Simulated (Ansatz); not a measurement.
The system is CdS (Greenockite).

```xyz
4
Lattice="4.1500 0.0000 0.0000 -2.0750 3.5940 0.0000 0.0000 0.0000 6.7370" Properties=species:S:1:pos:R:3 pbc="T T T"
Cd    2.0750    1.1980    3.3685
Cd    0.0000    2.3960    0.0000
S     2.0750    1.1980    5.8949
S     0.0000    2.3960    2.5264
```

Base run:

```yaml
Program: Ansatz 0.2.0
Functional: revPBE
Potentials_or_basis: Ansatz PAW
Cutoff: 420 eV
Density_cutoff: 1680 eV
k_mesh: 7 × 7 × 4
Occupations: fermi-dirac, width 0.05 eV
Spin: no spin polarisation
```

Its results: band gap on the k mesh 1.33 eV, direct; pressure 3.7 GPa; largest force 0.070 eV/Å.

**Question.** The run is repeated on the same cell with these changes: functional from revPBE to BLYP. What comes out?

**Answer.** Band gap on the k mesh 1.14 eV, direct; pressure 5.3 GPa; largest force 0.066 eV/Å.

Caveats: the potentials were made for another functional, which shifts forces and pressure; the PAW data sets come from PBE, with cores solved anew for the run's functional, which leaves a small shift of forces and pressure.

Not every run made on this cell is shown here.
